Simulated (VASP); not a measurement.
# CdS (Greenockite) (P6_3mc) in VASP: notebook, part 2 of 2

VASP 6.6.1. The steps go on from the part before.

## 3. Band structure, LAK

INCAR

```
  PREC = Accurate
  ENCUT = 520
  EDIFF = 1E-7
  ISMEAR = -1
  SIGMA = 0.05
  LREAL = F
  LASPH = T
  NELM = 80
  ALGO = Normal
  ISIF = 2
  LWAVE = F
  LCHARG = F
  METAGGA = LAK
  LMIXTAU = T
```

KPOINTS

```
regular mesh
0
Gamma
  7 7 4
```

POSCAR

```
CdS
1.0
    4.1500000000      0.0000000000      0.0000000000
   -2.0750000000      3.5940054257      0.0000000000
    0.0000000000      0.0000000000      6.7370000000
Cd S
2 2
Direct
    0.6666666667      0.3333333333      0.5000000000
    0.3333333333      0.6666666667      0.0000000000
    0.6666666667      0.3333333333      0.8750000000
    0.3333333333      0.6666666667      0.3750000000
```

KPOINTS_OPT

```
path GMKGALHA,LM,KH
15
line-mode
reciprocal
 0.0000000000  0.0000000000  0.0000000000  G
 0.5000000000  0.0000000000  0.0000000000  M

 0.5000000000  0.0000000000  0.0000000000  M
 0.3333333333  0.3333333333  0.0000000000  K

 0.3333333333  0.3333333333  0.0000000000  K
 0.0000000000  0.0000000000  0.0000000000  G

 0.0000000000  0.0000000000  0.0000000000  G
 0.0000000000  0.0000000000  0.5000000000  A

 0.0000000000  0.0000000000  0.5000000000  A
 0.5000000000  0.0000000000  0.5000000000  L

 0.5000000000  0.0000000000  0.5000000000  L
 0.3333333333  0.3333333333  0.5000000000  H

 0.3333333333  0.3333333333  0.5000000000  H
 0.0000000000  0.0000000000  0.5000000000  A

 0.5000000000  0.0000000000  0.5000000000  L
 0.5000000000  0.0000000000  0.0000000000  M

 0.3333333333  0.3333333333  0.0000000000  K
 0.3333333333  0.3333333333  0.5000000000  H
```

Potentials or basis: VASP PAW PBE potentials, release 64 (Cd, S).

Started as:

```console
> cat potpaw_PBE.64/Cd/POTCAR potpaw_PBE.64/S/POTCAR > POTCAR
> mpirun -np 1 vasp_std > vasp.out
```

OUTCAR:

```text
PREC = Accurate
   ENCUT = 520
   EDIFF = 1E-7
   ISMEAR = -1
   LREAL = F
   LASPH = T
   NELM = 80
   ISIF = 2
   METAGGA = LAK

 ion  position               nearest neighbor table
   1  0.667  0.333  0.500-   3 2.53   4 2.54   4 2.54   4 2.54
   2  0.333  0.667  0.000-   4 2.53   3 2.54   3 2.54   3 2.54
   3  0.667  0.333  0.875-   1 2.53   2 2.54   2 2.54   2 2.54
   4  0.333  0.667  0.375-   2 2.53   1 2.54   1 2.54   1 2.54

  LATTYP: Found a hexagonal cell.
[... 798 lines left out ...]
  FORCE on cell =-STRESS in cart. coord.  units (eV):
  Direction    XX          YY          ZZ          XY          YZ          ZX
  --------------------------------------------------------------------------------------
  -------------------------------------------------------------------------------------
  Total        2.3104437      2.3104437      2.7660601      0.0000000      0.0000000      0.0000000
  in kB       36.8394042     36.8394042     44.1040861      0.0000000      0.0000000      0.0000000
  external PRESSURE =      39.2609648 kB  Pullay stress =       0.0000000 kB

 VOLUME and BASIS-vectors are now :
 -----------------------------------------------------------------------------
  energy-cutoff  :      520.00
  volume of cell :      100.48
      direct lattice vectors                 reciprocal lattice vectors
     4.150000000  0.000000000  0.000000000     0.240963855  0.139120547  0.000000000
    -2.075000000  3.594005426  0.000000000     0.000000000  0.278241094  0.000000000
     0.000000000  0.000000000  6.737000000     0.000000000  0.000000000  0.148434021

 POSITION                                       TOTAL-FORCE (eV/Angst)
 -----------------------------------------------------------------------------------
      2.07500      1.19800      3.36850        -0.000000      0.000000     -0.070371
     -0.00000      2.39600      0.00000         0.000000     -0.000000     -0.070371
      2.07500      1.19800      5.89487         0.000000     -0.000000      0.070371
     -0.00000      2.39600      2.52637         0.000000     -0.000000      0.070371
 -----------------------------------------------------------------------------------
    total drift:                                0.000000      0.000001      0.040026

  FREE ENERGIE OF THE ION-ELECTRON SYSTEM (eV)
  ---------------------------------------------------
  free  energy   TOTEN  =        51.8601005331 eV

  energy  without entropy=       51.8601005332  energy(sigma->0) =       51.86010053
```

OSZICAR:

```text
N       E                     dE             d eps       ncg     rms          rms(c)
DAV:   1     0.299681971547E+03    0.29968E+03   -0.17554E+04  1056   0.150E+03
DAV:   2     0.471671727456E+02   -0.25251E+03   -0.24609E+03  1158   0.363E+02
DAV:   3     0.325242375604E+02   -0.14643E+02   -0.14544E+02  1278   0.867E+01
DAV:   4     0.323620025672E+02   -0.16223E+00   -0.16215E+00  1200   0.902E+00
DAV:   5     0.323597326204E+02   -0.22699E-02   -0.22698E-02  1320   0.104E+00    0.135E+01
DAV:   6     0.465910021541E+02    0.14231E+02   -0.26257E+01  1122   0.759E+01    0.162E+01
DAV:   7     0.493681071620E+02    0.27771E+01   -0.18563E+00  1080   0.147E+01    0.126E+01
DAV:   8     0.494306195994E+02    0.62512E-01   -0.20253E+00  1056   0.158E+01    0.199E+00
DAV:   9     0.522295483677E+02    0.27989E+01   -0.22115E+00  1056   0.123E+01    0.204E+00
DAV:  10     0.522201295400E+02   -0.94188E-02   -0.32856E-02  1326   0.152E+00    0.232E+00
[... 66 further cycles ...]
DAV:   9    -0.445526882539E+04   -0.39965E-07      818
       N       E                     dE             ncg
DAV:   1     0.103651633011E+05   -0.16607E+05      660
DAV:   2     0.662523226477E+04   -0.37399E+04      714
DAV:   3     0.644160630597E+04   -0.18363E+03      792
DAV:   4     0.644008205910E+04   -0.15242E+01      768
DAV:   5     0.644005954199E+04   -0.22517E-01      828
DAV:   6     0.644005902377E+04   -0.51822E-03      774
DAV:   7     0.644005900972E+04   -0.14053E-04      822
DAV:   8     0.644005900931E+04   -0.40374E-06      760
DAV:   9     0.644005900930E+04   -0.12773E-07      588
```

Run time: 11 min. Hardware: 1 thread of Intel Xeon Platinum 8259CL at 2.50GHz (Skylake/Cascade Lake), shared host; peak memory 0.26 GiB.

What came out:

* Free energy: 51.8601 eV
* Pressure: 3.9 GPa
* Largest force: 0.070 eV/Å
* Band gap on the k mesh: 2.01 eV, direct
* Band gap along the path: 2.01 eV, direct

Forces on the atoms (eV/Å):
```
Cd   0.000  0.000 -0.070
Cd   0.000  0.000 -0.070
S    0.000  0.000  0.070
S    0.000  0.000  0.070
```

Levels at the corners of the path, in eV from the valence-band top:
```csv
point,band 14,band 15,band 16,band 17,band 18,band 19,band 20,band 21,band 22
Γ,-0.75,-0.75,-0.04,0.00,0.00,2.01,3.61,7.25,7.25
M,-3.36,-2.59,-1.85,-1.27,-0.72,4.51,4.52,5.57,7.11
M,-3.36,-2.59,-1.85,-1.27,-0.72,4.51,4.52,5.57,7.11
K,-3.50,-3.05,-1.81,-1.81,-1.59,5.05,5.92,5.92,7.53
K,-3.50,-3.05,-1.81,-1.81,-1.59,5.05,5.92,5.92,7.53
Γ,-0.75,-0.75,-0.04,0.00,0.00,2.01,3.61,7.25,7.25
Γ,-0.75,-0.75,-0.04,0.00,0.00,2.01,3.61,7.25,7.25
A,-2.35,-0.39,-0.39,-0.39,-0.39,3.62,3.62,6.88,6.88
A,-2.35,-0.39,-0.39,-0.39,-0.39,3.62,3.62,6.88,6.88
L,-3.99,-1.31,-1.31,-1.30,-1.30,4.15,4.15,6.09,6.09
L,-3.99,-1.31,-1.31,-1.30,-1.30,4.15,4.15,6.09,6.09
H,-3.85,-2.38,-2.38,-1.10,-1.10,5.22,5.22,6.51,6.51
H,-3.85,-2.38,-2.38,-1.10,-1.10,5.22,5.22,6.51,6.51
A,-2.35,-0.39,-0.39,-0.39,-0.39,3.62,3.62,6.88,6.88
L,-3.99,-1.31,-1.31,-1.30,-1.30,4.15,4.15,6.09,6.09
M,-3.36,-2.59,-1.85,-1.27,-0.72,4.51,4.52,5.57,7.11
K,-3.50,-3.05,-1.81,-1.81,-1.59,5.05,5.92,5.92,7.53
H,-3.85,-2.38,-2.38,-1.10,-1.10,5.22,5.22,6.51,6.51
```

Caveat: the PAW data sets were made with another functional, which shifts forces and pressure a little.

## 4. Comparison with measurements

Step 2. Measured gap of CdS: 2.5809 eV (quoted in “Isotope dependence of band-gap energy”, 2008, arxiv:0807.2152). This calculation gives 2.28 eV (-0.30 eV). Spin-orbit coupling on Cd is left out. The value is that of LMBJ, without temperature or zero-point motion.

Step 3. Against the measured gap of CdS, 2.5809 eV (quoted in “Isotope dependence of band-gap energy”, 2008, arxiv:0807.2152), the calculated 2.01 eV is off by -0.57 eV. Spin-orbit coupling on Cd is left out. The value is that of LAK, without temperature or zero-point motion.
